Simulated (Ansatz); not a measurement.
Bulk crystal (InSe) after relaxation:

```cif
data_structure
_symmetry_space_group_name_H-M 'C2/m'
_symmetry_Int_Tables_number 12
_cell_length_a 11.8933
_cell_length_b 4.1385
_cell_length_c 4.4966
_cell_angle_alpha 90.000
_cell_angle_beta 110.786
_cell_angle_gamma 90.000
_cell_volume 206.92
loop_
_atom_site_label
_atom_site_type_symbol
_atom_site_symmetry_multiplicity
_atom_site_Wyckoff_symbol
_atom_site_fract_x
_atom_site_fract_y
_atom_site_fract_z
_atom_site_occupancy
In1 In 4 i 0.38486 0.50000 0.01934 1
Se1 Se 4 i 0.15294 0.50000 0.63354 1
```

Miller indices refer to the conventional cell of C2/m (No. 12), a = 11.893 Å, b = 4.139 Å, c = 4.497 Å, α = 90.00°, β = 110.79°, γ = 90.00°. The bulk's gap is 0.52 eV.

These are results of DFT PBE+D3(BJ), scalar-relativistic, plane waves, PAW (Ansatz 0.2.0), not measurements. Cutoff 420 eV, Gaussian smearing of 0.05 eV, no spin polarisation. A dipole correction acts along the normal.

A relaxed slab with low-index faces, about a nanometre thick, has these properties:

```
Surface energy (mean of both faces)                : 0.28 J/m²
Gap of the slab on the mesh                        : 1.32 eV
Bulk valence band top under the vacuum level       : 5.03 eV
Bulk conduction band bottom under the vacuum level : 4.51 eV
```

Q: Which low-index plane was cut, and which atoms end it?

A: The (001) plane, with Se in the top plane and Se in the bottom one as cut, before relaxation. The planes from bottom to top: Se, In2, Se, Se, In2, Se, Se, In2, Se.

An odd mesh misses points on the zone edge, so a gap read on it can be too wide. Gaps are read on the k points sampled, so a band crossing between them can be missed.

The reference crystal is a form of InSe, which isn't its usual structure.